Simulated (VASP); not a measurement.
# W (Im-3m) in VASP: further runs

The runs below take W through single point, with PBE.

All numbers are computed with VASP 6.6.1; they aren't measurements. Logs are shortened: lines on timing, memory, paths and dates and some standing lists are left out, and cuts for length are marked.

**1. The structure**

The structure is cubic, space group Im-3m (No. 229). The conventional cell has a = 3.189 Å, b = 3.189 Å, c = 3.189 Å, α = 90.00°, β = 90.00°, γ = 90.00°. W (site symmetry m-3m) is surrounded by 8 W at 2.76 Å.

**2. Single point, PBE**

Input file INCAR:

```
  ALGO = Normal
  EDIFF = 1E-7
  ENCUT = 520
  GGA = PE
  ISIF = 2
  ISMEAR = 0
  LASPH = True
  LCHARG = False
  LREAL = False
  LWAVE = False
  NBANDS = 13
  NELM = 60
  PREC = Accurate
  SIGMA = 1.0
```

Input file KPOINTS:

```
k-points
0
Gamma
  18 18 18
```

Input file POSCAR:

```
W                                       
1.0
   -1.5944495532      1.5944495532      1.5944495532
    1.5944495532     -1.5944495532      1.5944495532
    1.5944495532      1.5944495532     -1.5944495532
  W             
     1
Direct
     0.0000000000000000    0.0000000000000000    0.0000000000000000
```

Potentials or basis: VASP PAW PBE potentials, release 64 (W_sv).

On the command line:

```console
$ cat potpaw_PBE.64/W_sv/POTCAR > POTCAR
$ mpirun -np 1 vasp_std > vasp.out
```

OUTCAR:

```text
EDIFF = 1E-7
   ENCUT = 520
   GGA = PE
   ISIF = 2
   ISMEAR = 0
   LASPH = True
   LREAL = False
   NELM = 60
   PREC = Accurate

 ion  position               nearest neighbor table
   1  0.000  0.000  0.000-

  LATTYP: Found a body centered cubic cell.
 ALAT       =     3.1888991064

  Lattice vectors:

 A1 = (  -1.5944495532,   1.5944495532,   1.5944495532)
 A2 = (   1.5944495532,  -1.5944495532,   1.5944495532)
 A3 = (   1.5944495532,   1.5944495532,  -1.5944495532)

Analysis of symmetry for initial positions (statically):
=====================================================================
 Subroutine PRICEL returns:
 Original cell was already a primitive cell.

 Routine SETGRP: Setting up the symmetry group for a
 body centered cubic supercell.

 Subroutine GETGRP returns: Found 48 space group operations
 (whereof 48 operations were pure point group operations)
 out of a pool of 48 trial point group operations.

The static configuration has the point symmetry O_h .

Analysis of symmetry for dynamics (positions and initial velocities):
=====================================================================
 Subroutine PRICEL returns:
 Original cell was already a primitive cell.

 Routine SETGRP: Setting up the symmetry group for a
 body centered cubic supercell.

 Subroutine GETGRP returns: Found 48 space group operations
 (whereof 48 operations were pure point group operations)
 out of a pool of 48 trial point group operations.

The dynamic configuration has the point symmetry O_h .

 Subroutine INISYM returns: Found 48 space group operations
 (whereof 48 operations are pure point group operations),
 and found     1 'primitive' translations

----------------------------------------------------------------------------------------

                                     Primitive cell

  volume of cell :      16.2141

  direct lattice vectors                    reciprocal lattice vectors
    -1.594449553  1.594449553  1.594449553     0.000000000  0.313587845  0.313587845
     1.594449553 -1.594449553  1.594449553     0.313587845  0.000000000  0.313587845
     1.594449553  1.594449553 -1.594449553     0.313587845  0.313587845  0.000000000

  length of vectors
     2.761667636  2.761667636  2.761667636     0.443480184  0.443480184  0.443480184

  position of ions in fractional coordinates (direct lattice)
     0.000000000  0.000000000  0.000000000

  ion indices of the primitive-cell ions
   primitive index   ion index
                 1           1

----------------------------------------------------------------------------------------

 KPOINTS: k-points

Automatic generation of k-mesh.
 Grid dimensions read from file:
 generate k-points for:   18   18   18

 Generating k-lattice:

  Cartesian coordinates                     Fractional coordinates (reciprocal lattice)
     0.000000000  0.017421547  0.017421547     0.055555556  0.000000000  0.000000000
     0.017421547  0.000000000  0.017421547     0.000000000  0.055555556  0.000000000
     0.017421547  0.017421547  0.000000000     0.000000000  0.000000000  0.055555556

  Length of vectors
     0.024637788  0.024637788  0.024637788

  Shift w.r.t. Gamma in fractional coordinates (k-lattice)
     0.000000000  0.000000000  0.000000000

 Subroutine IBZKPT returns following result:
 ===========================================

 Found    195 irreducible k-points:

 Following reciprocal coordinates:
            Coordinates               Weight
  0.000000  0.000000  0.000000      1.000000
  0.055556  0.000000  0.000000     12.000000
  0.111111  0.000000  0.000000     12.000000
  0.166667  0.000000  0.000000     12.000000
  0.222222  0.000000  0.000000     12.000000
  0.277778  0.000000  0.000000     12.000000
[... 16 lines left out ...]
  0.333333  0.111111  0.000000     48.000000
  0.388889  0.111111  0.000000     48.000000
 [... further k-points ...]
   k-points           NKPTS =    195   k-points in BZ     NKDIM =    195   number of bands    NBANDS=     13
   number of dos      NEDOS =    301   number of ions     NIONS =      1
   total plane-waves  NPLWV =  13824
   dimension x,y,z NGX =    24 NGY =   24 NGZ =   24
   dimension x,y,z NGXF=    48 NGYF=   48 NGZF=   48
   ions per type =               1
   NGX,Y,Z   is equivalent  to a cutoff of  14.45, 14.45, 14.45 a.u.
   NGXF,Y,Z  is equivalent  to a cutoff of  28.89, 28.89, 28.89 a.u.
 SYSTEM =  unknown system
   PREC   = accura    normal or accurate (medium, high low for compatibility)
   ISTART =      0    job   : 0-new  1-cont  2-samecut
   ICHARG =      2    charge: 1-file 2-atom 10-const
   ISPIN  =      1    spin polarized calculation?
   LNONCOLLINEAR =      F non collinear calculations
   LSORBIT =      F    spin-orbit coupling
   LASPH  =      T    aspherical Exc in radial PAW
   ENCUT  =  520.0 eV  38.22 Ry    6.18 a.u.   5.13  5.13  5.13*2*pi/ulx,y,z
   NELM   =     60;   NELMIN=  2; NELMDL= -5     # of ELM steps
   EDIFF  = 0.1E-06   stopping-criterion for ELM
   LREAL  =      F    real-space projection
   EDIFFG = 0.1E-05   stopping-criterion for IOM
   NSW    =      0    number of steps for IOM
   IBRION =     -1    ionic relax: 0-MD 1-quasi-New 2-CG
   NFREE  =      0    steps in history (QN), initial steepest desc. (CG)
   ISIF   =      2    stress and relaxation
   ISYM   =      2    0-nonsym 1-usesym 2-fastsym
   POTIM  = 0.5000    time-step for ionic-motion
   TEBEG  =    0.0;   TEEND  =   0.0 temperature during run
   PSTRESS=    0.0 pullay stress
   NELECT =      14.0000    total number of electrons
   NUPDOWN=      -1.0000    fix difference up-down
   EMIN   =  10.00;   EMAX   =-10.00  energy-range for DOS
   EFERMI =   0.00;   METHOD = LEGACY
   ISMEAR =     0;   SIGMA  =   1.00  broadening in eV -4-tet -1-fermi 0-gaus
   EFERMI_NEDOS =   21; number of points for ismear=-14 and -15
   IALGO  =     38    algorithm
   IMIX   =      4    mixing-type and parameters
     AMIX     =   0.40;   BMIX     =  1.00
     AMIX_MAG =   1.60;   BMIX_MAG =  1.00
  volume/ion in A,a.u.               =      16.21       109.42
  Fermi-wavevector in a.u.,A,eV,Ry     =   1.558906  2.945906 33.064734  2.430189
  Thomas-Fermi vector in A             =   2.662343
   LORBIT       =      0    0 simple, 1 ext, 2 COOP (PROOUT), +10 PAW based schemes
   GGA     = PE    functional components
   LHFCALC =     F    Hartree Fock is set to
   AEXX    =    0.0000 exact exchange contribution
   IVDW    =     0    specifies the selected vdW correction
   LEPSILON=     F    determine dielectric tensor
   LRPA    =     F    only Hartree local field effects (RPA)
 non-spin polarized calculation
 Gauss-broadening in eV      SIGMA  =   1.00
  energy-cutoff  :      520.00
  volume of cell :       16.21
 maximum number of plane-waves:       466
 NGX is ok and might be reduce to    24
   NGX = 11   NGY = 11   NGZ = 11

 number of electron      14.0000002 magnetization

 Free energy of the ion-electron system (eV)
  ---------------------------------------------------
  ext. energy  EPLUGINS =         0.00000000
  ---------------------------------------------------
  free energy    TOTEN  =       -13.08084994 eV

  energy without entropy =      -12.80067457  energy(sigma->0) =      -12.94076225

 E-fermi :  11.0299     XC(G=0): -13.5090

 val. band max:       11.0122558861   @ k =  -0.1667   0.1667   0.1111
 cond. band min:      11.0732133485   @ k =  -0.4444   0.5000   0.2778
 fundamental gap:      0.0609574624
 Fermi energy:        11.0299364134

 k-point     1 :       0.0000    0.0000    0.0000
  band No.  band energies     occupation
      1     -63.0602      2.00000
      2     -26.6585      2.00000
      3     -26.6585      2.00000
      4     -26.6585      2.00000
      5       1.6066      2.00000
      6       9.9409      1.87647
      7       9.9409      1.87647
      8       9.9409      1.87647
      9      13.3413      0.00108
     10      13.3413      0.00108
     11      25.5812      0.00000
     12      25.5812      0.00000
     13      25.5812      0.00000

 k-point     2 :       0.0556    0.0000    0.0000
  band No.  band energies     occupation
      1     -63.0566      2.00000
      2     -26.6974      2.00000
      3     -26.6707      2.00000
      4     -26.6586      2.00000
      5       1.7525      2.00000
      6       9.8522      1.90421
      7       9.9212      1.88311
      8      10.0811      1.82037
      9      13.1988      0.00216
     10      13.3422      0.00108
     11      25.7057      0.00000
     12      25.8298      0.00000
     13      25.9363      0.00000

 k-point     3 :       0.1111    0.0000    0.0000
  band No.  band energies     occupation
      1     -63.0461      2.00000
      2     -26.8084      2.00000
      3     -26.7056      2.00000
      4     -26.6591      2.00000
      5       2.1746      2.00000
      6       9.6069      1.95583
      7       9.8356      1.90879
      8      10.4971      1.54885
      9      12.8925      0.00844
     10      13.3519      0.00102
     11      26.0162      0.00000
     12      26.5532      0.00000
     13      26.8399      0.00000
[... 305 lines left out ...]
 k-point    23 :       0.3333    0.1111    0.0000
  band No.  band energies     occupation
      1     -62.9486      2.00000
      2     -27.6991      2.00000
      3     -27.0403      2.00000
      4     -26.7161      2.00000
      5       5.4058      2.00000
      6       7.9530      1.99999
      7       9.7964      1.91894
      8      13.0260      0.00476
      9      14.1727      0.00001
     10      16.3530      0.00000
     11      22.8684      0.00000
     12      24.3087      0.00000
     13      28.6062      0.00000

 k-point    24 :       0.3889    0.1111    0.0000
  band No.  band energies     occupation
      1     -62.9387      2.00000
      2     -27.7813      2.00000
      3     -27.0811      2.00000
      4     -26.7174      2.00000
      5       5.4170      2.00000
      6       7.8148      1.99999
      7      10.5026      1.54417
      8      13.1063      0.00332
      9      14.3918      0.00000
     10      17.3663      0.00000
     11      21.7332      0.00000
     12      23.5696      0.00000
     13      27.6084      0.00000

 [... further k-points ...]

------------------------ aborting loop because EDIFF is reached ----------------------------------------

  FORCE on cell =-STRESS in cart. coord.  units (eV):
  Direction    XX          YY          ZZ          XY          YZ          ZX
  --------------------------------------------------------------------------------------
  -------------------------------------------------------------------------------------
  Total       -0.0002549     -0.0002549     -0.0002549     -0.0000000     -0.0000000      0.0000000
  in kB       -0.0251834     -0.0251834     -0.0251834     -0.0000000     -0.0000000      0.0000000
  external PRESSURE =      -0.0251834 kB  Pullay stress =       0.0000000 kB

 VOLUME and BASIS-vectors are now :
 -----------------------------------------------------------------------------
  energy-cutoff  :      520.00
  volume of cell :       16.21
      direct lattice vectors                 reciprocal lattice vectors
    -1.594449553  1.594449553  1.594449553     0.000000000  0.313587845  0.313587845
     1.594449553 -1.594449553  1.594449553     0.313587845  0.000000000  0.313587845
     1.594449553  1.594449553 -1.594449553     0.313587845  0.313587845  0.000000000

 POSITION                                       TOTAL-FORCE (eV/Angst)
 -----------------------------------------------------------------------------------
      0.00000      0.00000      0.00000         0.000000     -0.000000      0.000000
 -----------------------------------------------------------------------------------
    total drift:                                0.000000      0.000000      0.000000

  FREE ENERGIE OF THE ION-ELECTRON SYSTEM (eV)
  ---------------------------------------------------
  free  energy   TOTEN  =       -13.0808499350 eV

  energy  without entropy=      -12.8006745707  energy(sigma->0) =      -12.94076225
```

Wall time 32 s (1 thread of Intel Xeon Platinum 8488C (Sapphire Rapids), shared host); peak memory 0.17 GiB.

Results:

* Free energy: -13.0808 eV
* Pressure: 0.0 GPa
* Band gap on the k mesh: none (metal or under the smearing width)

**3. Single point, PBE (a relaxed cell with its volume scaled by 0.97)**

INCAR is that of step 2.

KPOINTS is that of step 2.

Input file POSCAR:

```
W                                       
1.0
   -1.5783429010      1.5783429010      1.5783429010
    1.5783429010     -1.5783429010      1.5783429010
    1.5783429010      1.5783429010     -1.5783429010
  W             
     1
Direct
     0.0000000000000000    0.0000000000000000    0.0000000000000000
```

Potentials or basis: VASP PAW PBE potentials, release 64 (W_sv).

On the command line:

```console
$ cat potpaw_PBE.64/W_sv/POTCAR > POTCAR
$ mpirun -np 1 vasp_std > vasp.out
```

It took 26 s on 1 thread of Intel Xeon Platinum 8488C (Sapphire Rapids), shared host; peak memory 0.15 GiB.

Results (log left out):

```
Free energy            : -13.0663 eV
Pressure               : 9.6 GPa
Band gap on the k mesh : none (metal or under the smearing width)
```

Levels at points of the mesh, in eV from the Fermi level:
```csv
k point,band 4,band 5,band 6,band 7,band 8,band 9,band 10,band 11
"(0.00, 0.00, 0.00)",-37.61,-9.60,-1.15,-1.15,-1.15,2.38,2.38,14.62
"(0.50, 0.00, 0.00)",-37.62,-6.24,-3.51,0.79,2.28,3.27,6.33,11.31
"(0.50, 0.50, 0.50)",-38.54,-5.81,-5.81,5.33,5.33,5.33,8.40,8.40
```

Spin-orbit coupling is left out, which matters for the levels of W.
